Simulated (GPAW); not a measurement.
# MgO (honeycomb monolayer): G0W0 on several meshes in GPAW

How does the mesh move the gap of MgO (honeycomb monolayer)?

Main program and level: GPAW 26.7.0; PBE and many-body steps on it, plane waves.

This is a report of a sequence of runs, with most program output left out.

### Step 1. The starting structure

The cell holds 2 atoms: 1 Mg and 1 O. Cell: a = 3.299 Å, b = 3.299 Å, c = 11.400 Å, α = 90.0°, β = 90.0°, γ = 120.0°. Vacuum lies along c.

Structure file:

```xyz
2
Lattice="3.2992 0.0000 0.0000 -1.6496 2.8572 0.0000 0.0000 0.0000 11.4000" Properties=species:S:1:pos:R:3
Mg    0.0000    1.9048    5.7003
O     1.6496    0.9524    5.6995
```

The structure was relaxed with PBE. The runs that relaxed it are not among those shown.

### Step 2. Empty states on the mesh, 12×12×1 mesh, 184 bands

This step: GPAW 26.7.0; DFT, PBE, plane waves, PAW.

The sums over transitions need many empty states on a uniform mesh; this step solves for them.

Contents of run.py:

```python
import json
import numpy as np
from gpaw.mpi import world
from gpaw import GPAW

calc = GPAW('gs.gpw').fixed_density(kpts={'size': (12, 12, 1), 'gamma': True},
    nbands=214,
    convergence={'bands': 184},
    txt='nscf.txt')
calc.write('full.gpw', mode='all')
res = {}
kpts = calc.get_ibz_k_points()
res['kpts'] = kpts
res['eigenvalues'] = [calc.get_eigenvalues(kpt=k) for k in range(len(kpts))]
res['n_electrons'] = calc.get_number_of_electrons()

if world.rank == 0:
    with open('result.json', 'w') as f:
        json.dump(res, f, default=lambda x: x.tolist())
```

Launch:

```bash
$ mpirun -n 4 gpaw python run.py
```

Run time: 1.9 min. Hardware: 4 MPI ranks of Arm Neoverse V1, shared host; peak memory 1.1 GiB; 7.7 min of CPU time.

This step gave:

```yaml
gap: 3.375 eV
k_of_the_valence_top: 0.3333, 0.3333, 0
k_of_the_conduction_bottom: 0, 0, 0
least_direct_gap: 3.696 eV
k_points_computed: 19
lowest_point_of_the_top_converged_band_above_the_valence_top: 80.0446 eV
```

On this mesh the gap is 3.375 eV.

### Step 3. 12×12×1

Now the one-shot GW correction: screening in the RPA, then the self-energy of the levels asked for.

This step: G0W0 on PBE, plane waves, PAW.

Contents of run.py:

```python
import json
import numpy as np
from gpaw.mpi import world
from gpaw.response.g0w0 import G0W0

gw = G0W0('full.gpw',
    filename='gw',
    kpts=[0, 9],
    bands=(6, 10),
    ecut=48,
    nbands=81,
    truncation='2D',
    integrate_gamma='sphere',
    q0_correction=True,
    frequencies={'type': 'nonlinear', 'domega0': 0.15, 'omega2': 15.0},
    eta=0.1,
    nblocksmax=True)
gw.calculate()
res = {mode: {k: v for k, v in r.items() if k != 'sigma_eskwn'}
       for mode, r in gw.all_results.items()}

if world.rank == 0:
    with open('result.json', 'w') as f:
        json.dump(res, f, default=lambda x: x.tolist())
```

Launch:

```bash
$ mpirun -n 4 gpaw python run.py
```

Wall time 2.8 min (4 MPI ranks); peak memory 2.1 GiB.

Numbers from this step:

```
G0W0 gap on the points computed              : 6.431 eV
least direct G0W0 gap on the computed points : 6.587 eV
Z at the valence top                         : 0.7723
Z at the conduction bottom                   : 0.8954
starting gap on the mesh                     : 3.375 eV
k of the valence top                         : 0.3333, 0.3333, 0
k of the conduction bottom                   : 0, 0, 0
```

The gap on the mesh goes from 3.38 eV to 6.43 eV, a correction of +3.06 eV.

### Step 4. Empty states on the mesh, 9×9×1 mesh, 91 bands

This step: DFT, PBE, plane waves, PAW.

Contents of run.py:

```python
import json
import numpy as np
from gpaw.mpi import world
from gpaw import GPAW

calc = GPAW('gs.gpw').fixed_density(kpts={'size': (9, 9, 1), 'gamma': True},
    nbands=106,
    convergence={'bands': 91},
    txt='nscf.txt')
calc.write('full.gpw', mode='all')
res = {}
kpts = calc.get_ibz_k_points()
res['kpts'] = kpts
res['eigenvalues'] = [calc.get_eigenvalues(kpt=k) for k in range(len(kpts))]
res['n_electrons'] = calc.get_number_of_electrons()

if world.rank == 0:
    with open('result.json', 'w') as f:
        json.dump(res, f, default=lambda x: x.tolist())
```

Launch:

```bash
$ mpirun -n 4 gpaw python run.py
```

Wall time 29 s (4 MPI ranks); peak memory 0.88 GiB; 1.9 min of CPU time.

Numbers from this step:

```
gap                                                           : 3.375 eV
k of the valence top                                          : 0.3333, 0.3333, 0
k of the conduction bottom                                    : 0, 0, 0
least direct gap                                              : 3.696 eV
k points computed                                             : 12
lowest point of the top converged band, above the valence top : 48.87 eV
```

On this mesh the gap is 3.375 eV.

### Step 5. 9×9×1

This step: G0W0 on PBE, plane waves, PAW.

Contents of run.py:

```python
import json
import numpy as np
from gpaw.mpi import world
from gpaw.response.g0w0 import G0W0

gw = G0W0('full.gpw',
    filename='gw',
    kpts=[0, 6],
    bands=(6, 10),
    ecut=48,
    nbands=81,
    truncation='2D',
    integrate_gamma='sphere',
    q0_correction=True,
    frequencies={'type': 'nonlinear', 'domega0': 0.15, 'omega2': 15.0},
    eta=0.1,
    nblocksmax=True)
gw.calculate()
res = {mode: {k: v for k, v in r.items() if k != 'sigma_eskwn'}
       for mode, r in gw.all_results.items()}

if world.rank == 0:
    with open('result.json', 'w') as f:
        json.dump(res, f, default=lambda x: x.tolist())
```

Launch:

```bash
$ mpirun -n 4 gpaw python run.py
```

Wall time 65 s (4 MPI ranks); peak memory 1.7 GiB.

Numbers from this step:

```
G0W0 gap on the points computed              : 6.468 eV
least direct G0W0 gap on the computed points : 6.617 eV
Z at the valence top                         : 0.7793
Z at the conduction bottom                   : 0.9002
starting gap on the mesh                     : 3.375 eV
k of the valence top                         : 0.3333, 0.3333, 0
k of the conduction bottom                   : 0, 0, 0
```

Against G0W0 in GPAW (12×12×1 mesh, 81 bands, screening to 48 eV, full frequency, Hilbert transform), the gap moves by +0.037 eV.

### Step 6. The runs together

Times are wall times on 4 MPI ranks of Arm Neoverse V1, shared host, good to a factor of about two.

| run | mesh | bands | screening cutoff (eV) | DFT gap (eV) | gap on the mesh (eV) | direct (eV) | time |
| --- | --- | --- | --- | --- | --- | --- | --- |
| 12×12×1 | 12×12×1 | 81 | 48 | 3.375 | 6.431 | 6.587 | 2.8 min |
| 9×9×1 | 9×9×1 | 81 | 48 | 3.375 | 6.468 | 6.617 | 65 s |

### Step 7. Outcome

```json
{
  "12×12×1": "6.431 eV",
  "9×9×1": "6.468 eV",
  "known limits": "not at the basis limit"
}
```

What this shows: 9×9×1: +0.037 eV against 12×12×1. Bands and cutoff are finite, so the gap is not at the basis limit. The miss can reach some tenths of an eV and take either sign; the mesh is an error of its own. These stock PAW sets were not made for GW. In the G0W0 runs levels were corrected at 2 k points alone, so a gap called «on the mesh» is the least over those, and an edge elsewhere would be missed.

[Paths, hosts, dates, memory and timing lines, banners, echoed tables and standing remarks are left out of the program output.]

[Logs are printed without paths, hosts, clocks, repeated set-up lines and the standing remarks that a program may print on its own settings, such as how far it seeks lower states.]

[Runs of the session that timed out or met a known fault of the program may be left out.]

[Hosts, paths, dates, database ids (printed as entryN), source tags and the programs' standing remarks are cut or masked in the printed files.]
